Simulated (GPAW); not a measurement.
The system is TaN.

```
CELL_PARAMETERS angstrom
0.00000 2.49114 2.49114
2.49114 0.00000 2.49114
2.49114 2.49114 0.00000
ATOMIC_POSITIONS crystal
Ta 0.00000 0.00000 0.00000
N 0.25000 0.25000 0.25000
```

The cell comes from a database or a generator and needn't be the stable form of this composition.

Base run:

* Program: GPAW 26.7.0
* Functional: r2SCAN
* Potentials or basis: GPAW PAW data sets (gpaw-data 1.2.1)
* Cutoff: 600 eV
* Basis: pw
* k mesh: 7 × 7 × 7
* Occupations: gaussian, width 0.05 eV
* Spin: collinear spin, ferromagnetic start
* Starting moments: [2.0, 0.0] μB
* Hubbard terms: Ta d U = 9 eV

Its results: pressure 22.4 GPa; site moments Ta +1.89; N +0.02 μB.

**Question.** The run is repeated on the same cell with these changes: hubbard terms from Ta d U = 9 eV to Ta d U = 4 eV; fixed moment from none to 2 μB. What comes out?

**Answer.** Pressure -3.2 GPa; site moments Ta +1.70; N -0.06 μB.

Caveats: the cutoff is short for stress and forces, so pressures can be off by a GPa or more; the PAW data sets were made with another functional, which shifts forces and pressure a little; the total moment is fixed, so each spin has its own Fermi level (some runs).
